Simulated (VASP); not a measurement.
# HfN (P1) in VASP: a series of runs

Aim: see how the results for HfN move with the level of theory and the settings. Levels: PBE, LDA. Tasks: relaxation of cell and atoms.

Program: VASP 6.6.1. These are calculated values, not measurements. Logs are shortened: lines on timing, memory, paths and dates and some standing lists are left out, and cuts for length are marked.

## (1) The cell of the first run

The typed cell holds 4 atoms: a = 3.134 Å, b = 3.134 Å, c = 5.417 Å, α = 90.00°, β = 90.00°, γ = 120.00°.

The cell comes from a database or a generator and needn't be the stable form of this composition.

## (2) Relaxation of cell and atoms, PBE (atom 4 moved 0.06 Å)

INCAR reads:

```
SYSTEM = HfN
PREC     = Accurate       ! precision mode
ENCUT    = 600            ! plane-wave cutoff, eV
EDIFF    = 1E-6           ! SCF threshold, eV
ISMEAR   = 0              ! smearing method
SIGMA    = 0.05           ! smearing width, eV
LREAL    = .FALSE.        ! projectors in reciprocal space
LASPH    = .TRUE.         ! aspherical terms in the spheres
NELM     = 60             ! most SCF steps
ALGO     = Normal         ! electronic algorithm
ISIF     = 3              ! what is computed and relaxed
LWAVE    = .FALSE.        ! write WAVECAR
LCHARG   = .FALSE.        ! write CHGCAR
GGA      = PE             ! functional
IBRION   = 2              ! ionic algorithm
NSW      = 40             ! ionic steps
EDIFFG   = -0.02          ! ionic threshold
```

KPOINTS reads:

```
regular mesh
0
G
  10 10 5
  0 0 0
```

POSCAR reads:

```
HfN
1.0
    3.1339080200      0.0000000000      0.0000000000
   -1.5669540100      2.7140439600      0.0000000000
    0.0000000000      0.0000000000      5.4167677200
Hf N
2 2
Direct
    0.6715549800      0.3340767000      0.7491626200
    0.3382216400      0.6674100400      0.2491626200
    0.0048883100      0.0007433700      0.9991626200
    0.9853350600      0.9977698800      0.5025121300
```

Potentials or basis: VASP PAW PBE potentials, release 64 (Hf_pv, N).

On the command line:

```bash
> cat potpaw_PBE.64/Hf_pv/POTCAR potpaw_PBE.64/N/POTCAR > POTCAR
> mpirun -np 1 vasp_std > vasp.out
```

OUTCAR:

```text
SYSTEM = HfN
   PREC = Accurate
   ENCUT = 600
   EDIFF = 1E-6
   ISMEAR = 0
   LREAL = .FALSE.
   LASPH = .TRUE.
   NELM = 60
   ISIF = 3
   GGA = PE
   IBRION = 2
   NSW = 40
   EDIFFG = -0.02

 ion  position               nearest neighbor table
   1  0.672  0.334  0.749-   4 2.21   4 2.24   3 2.26   3 2.26   3 2.26   4 2.29   2 3.26   2 3.26
                             2 3.26   2 3.26   2 3.26   2 3.26
   2  0.338  0.667  0.249-   4 2.23   3 2.26   3 2.26   3 2.26   4 2.28   4 2.31   1 3.26   1 3.26
                             1 3.26   1 3.26   1 3.26   1 3.26
   3  0.005  0.001  0.999-   1 2.26   2 2.26   2 2.26   1 2.26   2 2.26   1 2.26
   4  0.985  0.998  0.503-   1 2.21   2 2.23   1 2.24   2 2.28   1 2.29   2 2.31

  LATTYP: Found a hexagonal cell.
 ALAT       =     3.1339080200
 C/A-ratio  =     1.7284386413

  Lattice vectors:

 A1 = (   3.1339080200,   0.0000000000,   0.0000000000)
 A2 = (  -1.5669540100,   2.7140439600,   0.0000000000)
 A3 = (   0.0000000000,   0.0000000000,   5.4167677200)

Analysis of symmetry for initial positions (statically):
=====================================================================
 Subroutine PRICEL returns:
 Original cell was already a primitive cell.

 Routine SETGRP: Setting up the symmetry group for a
 hexagonal supercell.

 Subroutine GETGRP returns: Found  1 space group operations
 (whereof  1 operations were pure point group operations)
 out of a pool of 24 trial point group operations.

The static configuration has the point symmetry C_1 .

Analysis of symmetry for dynamics (positions and initial velocities):
=====================================================================
 Subroutine PRICEL returns:
 Original cell was already a primitive cell.

 Routine SETGRP: Setting up the symmetry group for a
 hexagonal supercell.

 Subroutine GETGRP returns: Found  1 space group operations
 (whereof  1 operations were pure point group operations)
 out of a pool of 24 trial point group operations.

The dynamic configuration has the point symmetry C_1 .

 Subroutine INISYM returns: Found  1 space group operations
 (whereof  1 operations are pure point group operations),
 and found     1 'primitive' translations

----------------------------------------------------------------------------------------

                                     Primitive cell

  volume of cell :      46.0727

  direct lattice vectors                    reciprocal lattice vectors
     3.133908020  0.000000000  0.000000000     0.319090412  0.184226935  0.000000000
    -1.566954010  2.714043960  0.000000000     0.000000000  0.368453870  0.000000000
     0.000000000  0.000000000  5.416767720     0.000000000  0.000000000  0.184611940

  length of vectors
     3.133908020  3.133908021  5.416767720     0.368453870  0.368453870  0.184611940

  position of ions in fractional coordinates (direct lattice)
     0.671554980  0.334076700  0.749162620
     0.338221640  0.667410040  0.249162620
     0.004888310  0.000743370  0.999162620
     0.985335060  0.997769880  0.502512130

  ion indices of the primitive-cell ions
   primitive index   ion index
                 1           1
                 2           2
                 3           3
                 4           4

----------------------------------------------------------------------------------------

 KPOINTS: regular mesh

Automatic generation of k-mesh.
 Grid dimensions read from file:
 generate k-points for:   10   10    5

 Generating k-lattice:

  Cartesian coordinates                     Fractional coordinates (reciprocal lattice)
     0.031909041  0.018422693  0.000000000     0.100000000  0.000000000  0.000000000
     0.000000000  0.036845387  0.000000000     0.000000000  0.100000000  0.000000000
     0.000000000  0.000000000  0.036922388     0.000000000  0.000000000  0.200000000

  Length of vectors
     0.036845387  0.036845387  0.036922388

  Shift w.r.t. Gamma in fractional coordinates (k-lattice)
     0.000000000  0.000000000  0.000000000

 Subroutine IBZKPT returns following result:
 ===========================================

 Found    252 irreducible k-points:

 Following reciprocal coordinates:
            Coordinates               Weight
  0.000000  0.000000  0.000000      1.000000
  0.100000 -0.000000  0.000000      2.000000
  0.000000  0.100000  0.000000      2.000000
 -0.100000  0.100000  0.000000      2.000000
  0.200000 -0.000000  0.000000      2.000000
  0.000000  0.200000  0.000000      2.000000
[... 16 lines left out ...]
 -0.200000  0.300000  0.000000      2.000000
  0.100000  0.200000  0.000000      2.000000
 [... further k-points ...]
   k-points           NKPTS =    252   k-points in BZ     NKDIM =    252   number of bands    NBANDS=     19
   number of dos      NEDOS =    301   number of ions     NIONS =      4
   total plane-waves  NPLWV =  37632
   dimension x,y,z NGX =    28 NGY =   28 NGZ =   48
   dimension x,y,z NGXF=    56 NGYF=   56 NGZF=   96
   ions per type =               2   2
   NGX,Y,Z   is equivalent  to a cutoff of  14.85, 14.85, 14.73 a.u.
   NGXF,Y,Z  is equivalent  to a cutoff of  29.71, 29.71, 29.46 a.u.
 SYSTEM =  HfN
   PREC   = accura    normal or accurate (medium, high low for compatibility)
   ISTART =      0    job   : 0-new  1-cont  2-samecut
   ICHARG =      2    charge: 1-file 2-atom 10-const
   ISPIN  =      1    spin polarized calculation?
   LNONCOLLINEAR =      F non collinear calculations
   LSORBIT =      F    spin-orbit coupling
   LASPH  =      T    aspherical Exc in radial PAW
   ENCUT  =  600.0 eV  44.10 Ry    6.64 a.u.   6.26  6.26 10.82*2*pi/ulx,y,z
   NELM   =     60;   NELMIN=  2; NELMDL= -5     # of ELM steps
   EDIFF  = 0.1E-05   stopping-criterion for ELM
   LREAL  =      F    real-space projection
   EDIFFG = -.2E-01   stopping-criterion for IOM
   NSW    =     40    number of steps for IOM
   IBRION =      2    ionic relax: 0-MD 1-quasi-New 2-CG
   NFREE  =      1    steps in history (QN), initial steepest desc. (CG)
   ISIF   =      3    stress and relaxation
   ISYM   =      2    0-nonsym 1-usesym 2-fastsym
   POTIM  = 0.5000    time-step for ionic-motion
   TEBEG  =    0.0;   TEEND  =   0.0 temperature during run
   PSTRESS=    0.0 pullay stress
   NELECT =      30.0000    total number of electrons
   NUPDOWN=      -1.0000    fix difference up-down
   EMIN   =  10.00;   EMAX   =-10.00  energy-range for DOS
   EFERMI =   0.00;   METHOD = LEGACY
   ISMEAR =     0;   SIGMA  =   0.05  broadening in eV -4-tet -1-fermi 0-gaus
   EFERMI_NEDOS =   21; number of points for ismear=-14 and -15
   IALGO  =     38    algorithm
   IMIX   =      4    mixing-type and parameters
     AMIX     =   0.40;   BMIX     =  1.00
     AMIX_MAG =   1.60;   BMIX_MAG =  1.00
  volume/ion in A,a.u.               =      11.52        77.73
  Fermi-wavevector in a.u.,A,eV,Ry     =   1.418951  2.681429 27.394278  2.013423
  Thomas-Fermi vector in A             =   2.540023
   LORBIT       =      0    0 simple, 1 ext, 2 COOP (PROOUT), +10 PAW based schemes
   GGA     = PE    functional components
   LHFCALC =     F    Hartree Fock is set to
   AEXX    =    0.0000 exact exchange contribution
   IVDW    =     0    specifies the selected vdW correction
   LEPSILON=     F    determine dielectric tensor
   LRPA    =     F    only Hartree local field effects (RPA)
 conjugate gradient relaxation of ions
 non-spin polarized calculation
 Gauss-broadening in eV      SIGMA  =   0.05
  energy-cutoff  :      600.00
  volume of cell :       46.07
 maximum number of plane-waves:      1581
 NGX is ok and might be reduce to    28
   NGX = 13   NGY = 13   NGZ = 21

--------------------------------------- Ionic step        1  -------------------------------------------

 number of electron      29.9999999 magnetization

 Free energy of the ion-electron system (eV)
  ---------------------------------------------------
  ext. energy  EPLUGINS =         0.00000000
  ---------------------------------------------------
  free energy    TOTEN  =       -43.36829460 eV

  energy without entropy =      -43.36488409  energy(sigma->0) =      -43.36658935

------------------------ aborting loop because EDIFF is reached ----------------------------------------

  FORCE on cell =-STRESS in cart. coord.  units (eV):
  Direction    XX          YY          ZZ          XY          YZ          ZX
  --------------------------------------------------------------------------------------
  -------------------------------------------------------------------------------------
  Total        1.1712233      1.1579314      1.0146977     -0.0284090      0.0480661      0.0015010
  in kB       40.7292999     40.2670750     35.2861197     -0.9879224      1.6714994      0.0521987
  external PRESSURE =      38.7608316 kB  Pullay stress =       0.0000000 kB
[... 213 lines left out ...]
  energy  without entropy=      -43.3925806626  energy(sigma->0) =      -43.39432340

--------------------------------------- Ionic step        7  -------------------------------------------

 number of electron      30.0000000 magnetization

 Free energy of the ion-electron system (eV)
  ---------------------------------------------------
  ext. energy  EPLUGINS =         0.00000000
  ---------------------------------------------------
  free energy    TOTEN  =       -43.39609338 eV

  energy without entropy =      -43.39259081  energy(sigma->0) =      -43.39434210

 E-fermi :   7.8907     XC(G=0): -12.6698

 val. band max:        7.8882753980   @ k =  -0.3000  -0.3000   0.4000
 cond. band min:       7.9021936855   @ k =  -0.1000   0.4000   0.4000
 fundamental gap:      0.0139182875
 Fermi energy:         7.8906566767

 k-point     1 :       0.0000    0.0000    0.0000
  band No.  band energies     occupation
      1     -23.9143      2.00000
      2     -23.0991      2.00000
      3     -22.9926      2.00000
      4     -22.9923      2.00000
      5     -22.9340      2.00000
      6     -22.9338      2.00000
[... 11 lines left out ...]
     18       8.7570      0.00000
     19       9.6497      0.00000
[... 489 lines left out ...]
      3     -23.3493      2.00000
      4     -23.1309      2.00000
      5     -23.1159      2.00000
      6     -23.0238      2.00000
[... 11 lines left out ...]
     18      10.9118      0.00000
     19      11.6783      0.00000

 [... further k-points ...]

------------------------ aborting loop because EDIFF is reached ----------------------------------------

  FORCE on cell =-STRESS in cart. coord.  units (eV):
  Direction    XX          YY          ZZ          XY          YZ          ZX
  --------------------------------------------------------------------------------------
  -------------------------------------------------------------------------------------
  Total       -0.0409648     -0.0426366     -0.0681253     -0.0075186     -0.0082315     -0.0006645
  in kB       -1.4047195     -1.4620465     -2.3360772     -0.2578205     -0.2822637     -0.0227863
  external PRESSURE =      -1.7342811 kB  Pullay stress =       0.0000000 kB
[... 19 lines left out ...]
  FREE ENERGIE OF THE ION-ELECTRON SYSTEM (eV)
  ---------------------------------------------------
  free  energy   TOTEN  =       -43.3960933819 eV

  energy  without entropy=      -43.3925908135  energy(sigma->0) =      -43.39434210

 reached required accuracy - stopping structural energy minimisation
```

Run time: 8.2 min. Hardware: 1 thread of Intel Xeon Platinum 8559C (Emerald Rapids), shared host; peak memory 0.38 GiB.

Results:

- Free energy: -43.3961 eV
- Relaxed volume: 11.68 Å³/atom
- Relaxed cell: a = 3.150 Å, b = 3.150 Å, c = 5.437 Å, α = 89.99°, β = 90.00°, γ = 119.99°
- Space group after relaxing (to 0.05 Å): P6_3/mmc (No. 194)
- Energy gained by relaxing: 6.9 meV/atom
- Ionic steps: 7
- Pressure after relaxing: -0.2 GPa
- Largest force after relaxing: 0.016 eV/Å
- Band gap on the k mesh: none (metal or under the smearing width)

Forces in eV/Å, atoms in the order of the input:
```
Hf   0.014 -0.001 -0.005
Hf   0.011  0.005 -0.002
N   -0.015 -0.002  0.002
N   -0.009 -0.001  0.005
```

Step by step:
```tsv
step	energy change (eV)	largest force (eV/Å)	pressure (GPa)	volume (Å³)
1	0.0000	0.6996	3.88	46.07
2	0.0007	0.1414	-6.66	47.96
3	-0.0188	0.3947	-1.58	46.99
4	-0.0273	0.0895	0.02	46.69
5	-0.0273	0.0894	0.14	46.67
6	-0.0278	0.0322	-0.13	46.71
7	-0.0278	0.0157	-0.17	46.72
```

Final structure:
```cif
data_structure
_symmetry_space_group_name_H-M 'P 1'
_symmetry_Int_Tables_number 1
_cell_length_a 3.1500
_cell_length_b 3.1498
_cell_length_c 5.4374
_cell_angle_alpha 89.986
_cell_angle_beta 89.998
_cell_angle_gamma 119.994
_cell_volume 46.72
loop_
_atom_site_label
_atom_site_type_symbol
_atom_site_fract_x
_atom_site_fract_y
_atom_site_fract_z
_atom_site_occupancy
Hf1 Hf 0.66645 0.33344 0.75005 1
Hf2 Hf 0.33307 0.66649 0.25002 1
N1 N 0.00035 0.00006 0.99998 1
N2 N 0.00013 0.00002 0.49995 1
```

The run has no spin-orbit coupling, so splittings on Hf are missing.

(Part 1 of 2 ends here.)
